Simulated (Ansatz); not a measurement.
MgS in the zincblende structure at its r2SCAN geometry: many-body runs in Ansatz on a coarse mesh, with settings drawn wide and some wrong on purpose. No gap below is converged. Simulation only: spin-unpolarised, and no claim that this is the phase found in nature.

The first input:
```yaml
crystal:
  lattice:
    - [0.0, 2.8308768389, 2.8308768389]
    - [2.8308768389, 0.0, 2.8308768389]
    - [2.8308768389, 2.8308768389, 0.0]
  atoms:
    - { symbol: Mg, position: [0.0, 0.0, 0.0] }
    - { symbol: S, position: [0.25, 0.25, 0.25] }
kpoints:
  mp_grid: { grid: [4, 4, 4] }
hamiltonian:
  xc: hse06
scf:
  occupations: { method: fixed }
gw:
  n_empty_bands: 90
  ecut_chi: 110
  qp_bands: [v1, c1]
  qp_kpoints: band_edges
  screening: { model: godby_needs }
```

Question: How does it end?

Answer: It runs. The HSE06 gap over the mesh, 4.53 eV, becomes 5.48 eV, with 98 bands summed and 113 plane waves in the screening.
```
--- G₀W₀: ω_p = 22.0506 eV, 64 q-points, 90 empty bands' worth ---
    ik  band        ε_KS         Σx   Σc(E_QP)       V_xc       Z   E_QP_lin       E_QP  E_QP is
     0     8      2.4071   -18.1718     1.9910   -15.5889  0.8072     1.8130     1.8152  root
     0     9      6.9411    -6.0854    -3.3807    -9.8173  0.8407     7.2930     7.2922  root
     1     8      2.2194   -18.1029     2.0242   -15.4729  0.8067     1.6113     1.6137  root
     1     9      8.5072    -6.1414    -3.5115   -10.0767  0.8364     8.9322     8.9310  root
     2     8      2.0510   -18.0751     2.0641   -15.3923  0.8061     1.4298     1.4323  root
     2     9      8.6590    -5.4670    -3.5056    -9.4419  0.8407     9.1297     9.1284  root
     5     8      2.0324   -18.0280     2.0561   -15.3526  0.8063     1.4106     1.4132  root
     5     9      9.9488    -4.4997    -3.6423    -8.5864  0.8382    10.3946    10.3932  root
     6     8      1.2843   -17.6301     2.2070   -14.7411  0.8042     0.5989     0.6022  root
     6     9      7.2695    -3.8261    -3.2309    -7.3489  0.8467     7.5620     7.5615  root
```
The points are ik 0 = (0, 0, 0) (Γ), ik 1 = (0, 0, 1/4), ik 2 = (0, 0, -1/2), ik 5 = (0, 1/4, -1/4), ik 6 = (0, -1/2, -1/2); band 8 is the last filled one.

Question: And with these blocks in place of the first input's?
```yaml
hamiltonian:
  xc: lda
gw:
  n_empty_bands: 2
  ecut_chi: 80
  qp_bands: [v1, c1]
  qp_kpoints: band_edges
  screening: { model: contour_deformation }
```

Answer: It runs. The LDA gap over the mesh, 3.18 eV, becomes 5.48 eV, with 10 bands summed and 65 plane waves in the screening.
```
--- G₀W₀: contour deformation, 6 samples at zero and on the imaginary axis and 2 off it, 64 q-points, 2 empty bands' worth ---
    ik  band        ε_KS         Σx   Σc(E_QP)       V_xc       Z   E_QP_lin       E_QP  E_QP is
     0     8      2.9326   -18.1363     2.9765   -15.0334  0.7872     2.8059     2.8062  root
     0     9      6.1087    -6.5274    -2.2061   -10.9099  0.8350     8.3672     8.2851  root
     1     8      2.7553   -18.0623     3.0069   -14.8988  0.7849     2.5982     2.5986  root
     1     9      7.6493    -6.6049    -2.1648   -11.2530  0.8390    10.2601    10.1326  root ?
     2     8      2.5994   -18.0400     3.0454   -14.8054  0.7825     2.4094     2.4101  root
     2     9      7.7834    -5.7683    -2.0987   -10.5020  0.8510    10.5615    10.4184  root ?
     5     8      2.5782   -17.9806     3.0283   -14.7590  0.7823     2.3842     2.3849  root
     5     9      9.0739    -4.9825    -2.1453    -9.9265  0.8532    12.0775    11.8725  root ?
     6     8      1.8770   -17.5685     3.1620   -14.0706  0.7710     1.5385     1.5410  root
     6     9      6.5795    -4.0322    -2.1686    -8.1789  0.8390     8.6238     8.5575  root
```
The points are ik 0 = (0, 0, 0) (Γ), ik 1 = (0, 0, 1/4), ik 2 = (0, 0, -1/2), ik 5 = (0, 1/4, -1/4), ik 6 = (0, -1/2, -1/2); band 8 is the last filled one.

Question: And with these blocks in place of the first input's?
```yaml
hamiltonian:
  xc: lda
gw:
  n_empty_bands: 30
  ecut_chi: 10
  qp_bands: [v1, c1]
  qp_kpoints: band_edges
  screening: { model: contour_deformation }
```

Answer: It runs. The LDA gap over the mesh, 3.18 eV, becomes 4.79 eV, with 38 bands summed and 1 plane wave in the screening. The screening cutoff is far too low.
```
--- G₀W₀: contour deformation, 6 samples at zero and on the imaginary axis and 2 off it, 64 q-points, 30 empty bands' worth ---
    ik  band        ε_KS         Σx   Σc(E_QP)       V_xc       Z   E_QP_lin       E_QP  E_QP is
     0     8      2.9326   -18.1363     2.6572   -15.0334  0.8136     2.4843     2.4869  root
     0     9      6.1087    -6.5274    -3.2105   -10.9099  0.8250     7.2970     7.2807  root
     1     8      2.7553   -18.0623     2.6954   -14.8988  0.8117     2.2842     2.2871  root
     1     9      7.6493    -6.6049    -3.3418   -11.2530  0.8205     8.9784     8.9556  root
     2     8      2.5994   -18.0400     2.7447   -14.8054  0.8099     2.1061     2.1094  root
     2     9      7.7834    -5.7683    -3.3468   -10.5020  0.8232     9.1954     9.1701  root
     5     8      2.5782   -17.9806     2.7312   -14.7590  0.8098     2.0845     2.0878  root
     5     9      9.0739    -4.9825    -3.5701    -9.9265  0.8158    10.4763    10.4477  root
     6     8      1.8770   -17.5685     2.9237   -14.0706  0.8007     1.2977     1.3028  root
     6     9      6.5795    -4.0322    -3.2189    -8.1789  0.8232     7.5173     7.5072  root
```
The points are ik 0 = (0, 0, 0) (Γ), ik 1 = (0, 0, 1/4), ik 2 = (0, 0, -1/2), ik 5 = (0, 1/4, -1/4), ik 6 = (0, -1/2, -1/2); band 8 is the last filled one.

Question: And with these blocks in place of the first input's?
```yaml
gw:
  n_empty_bands: 8
  ecut_chi: 80
  qp_bands: [v1, c1]
  qp_kpoints: band_edges
  screening: { model: contour_deformation }
```

Answer: It runs. The HSE06 gap over the mesh, 4.53 eV, becomes 5.42 eV, with 16 bands summed and 65 plane waves in the screening.
```
--- G₀W₀: contour deformation, 5 samples at zero and on the imaginary axis and 2 off it, 64 q-points, 8 empty bands' worth ---
    ik  band        ε_KS         Σx   Σc(E_QP)       V_xc       Z   E_QP_lin       E_QP  E_QP is
     0     8      2.4071   -18.1718     2.7554   -15.5889  0.8082     2.5793     2.5797  root
     0     9      6.9411    -6.0854    -2.6748    -9.8173  0.8463     8.0078     7.9981  root
     1     8      2.2194   -18.1029     2.7744   -15.4729  0.8068     2.3637     2.3639  root
     1     9      8.5072    -6.1414    -2.6701   -10.0767  0.8431     9.7879     9.7724  root
     2     8      2.0510   -18.0751     2.8015   -15.3923  0.8054     2.1696     2.1698  root
     2     9      8.6590    -5.4670    -2.6213    -9.4419  0.8486    10.0299    10.0127  root
     5     8      2.0324   -18.0280     2.7919   -15.3526  0.8054     2.1489     2.1490  root
     5     9      9.9488    -4.4997    -2.7064    -8.5864  0.8449    11.3496    11.3291  root
     6     8      1.2843   -17.6301     2.8854   -14.7411  0.7994     1.2807     1.2807  root
     6     9      7.2695    -3.8261    -2.5106    -7.3489  0.8512     8.2906     8.2817  root
```
The points are ik 0 = (0, 0, 0) (Γ), ik 1 = (0, 0, 1/4), ik 2 = (0, 0, -1/2), ik 5 = (0, 1/4, -1/4), ik 6 = (0, -1/2, -1/2); band 8 is the last filled one.
